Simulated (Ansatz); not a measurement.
## MoSi2-type ZrSi2

The computed numbers are results of PBE, scalar-relativistic (no spin polarisation) in the plane-wave PAW code Ansatz at 420 eV, Γ-centred 14×14×14 mesh, 0.05 eV Gaussian smearing; PAW files: Ansatz's generated set soft_2.

```
CELL_PARAMETERS angstrom
-1.64386 1.64386 4.58521
1.64386 -1.64386 4.58521
1.64386 1.64386 -4.58521
ATOMIC_POSITIONS crystal
Zr 0.00000 0.00000 0.00000
Si 0.31004 0.31004 0.00000
Si 0.68996 0.68996 0.00000
```

The start was a prototype's sites filled with these elements. The Crystallography Open Database lists the compound in space group Cmcm, so this is a trial structure.

Path: Γ–X–P–N–Γ–M–S | S0–Γ | X–R | G–M, with Γ = (0.000, 0.000, 0.000), X = (0.000, 0.000, 0.500), P = (0.250, 0.250, 0.250), N = (0.000, 0.500, 0.000), M = (0.500, 0.500, -0.500), S = (0.282, 0.718, -0.282), S0 = (-0.282, 0.282, 0.282), R = (-0.064, 0.064, 0.500), G = (0.500, 0.500, -0.064) in reciprocal vectors of the calculation's cell.

Bands as a text map, energy in eV from the Fermi level (dashes), each leg drawn with the same width:
```
  5.57 | ***  **********   ******  *  ***   *     ***     * **        *      
  5.14 |******     **       *    ****    ***    **   * ***** ***         ****
  4.71 |**  * *    * **     **********   *    ****   ** ****    ***      *   
  4.29 |  ** *    * ** *****    *       * * ** * **** ****         ***     * 
  3.86 |** **   ****   *   ******** ********* *   *** ***  *      ****     **
  3.43 |* *  *****      * *   *    *****     **  *   *    ************    *  
  3.00 | *  **           *   * *             * **   **** *            * *    
  2.57 |**                      *****   *   *     **    ****           * * * 
  2.14 |                    **   *   *   ***   ***      *              **   *
  1.71 |      *             * *       ** ******   ***                      **
  1.29 |  *    **        * *   **       *   *  *       *    ******      * ** 
  0.86 |       * **     * **                  *      **     **    **** ****  
  0.43 |   * ** ****   *  *  **              *   ******       ********** **  
  0.00 |----*------****--*-**--*-----------******---------------------***--**
 -0.43 |  ***        ****       **       **            *               *     
 -0.86 |**          **    ***************     *******   ****                 
 -1.29 |**   *    **   * **        ***********  *    * *  **         **    **
 -1.71 | **   ****      *          *    *   *    *    *     *********        
 -2.14 |   ***         *          *    *          **     *                *  
 -2.57 |  *   *    ****  *     ***           *      **  *                *   
 -3.00 |        ***       * ***       *               **             *   *   
 -3.43 |   **  *        *  **    **  *        *      *  *   **********  *    
 -3.86 | *** *            *  ****  *                     *         ** ***    
 -4.29 |**               *          *               *    ***     **   *      
 -4.71 |  *** *        **         ** *         *  **           *******       
 -5.14 |    ** ******* *         *              **      *   ****             
 -5.57 |      *********               *                     *                
 -6.00 |            ***         *      *               *     ***       *     
        Γ      X      P      N      Γ      M      SS       ΓX      RG       M
```

By these bands, is it a metal or an insulator, and if it has a gap, where are the band edges on this path?

A metal: bands cross the Fermi level.
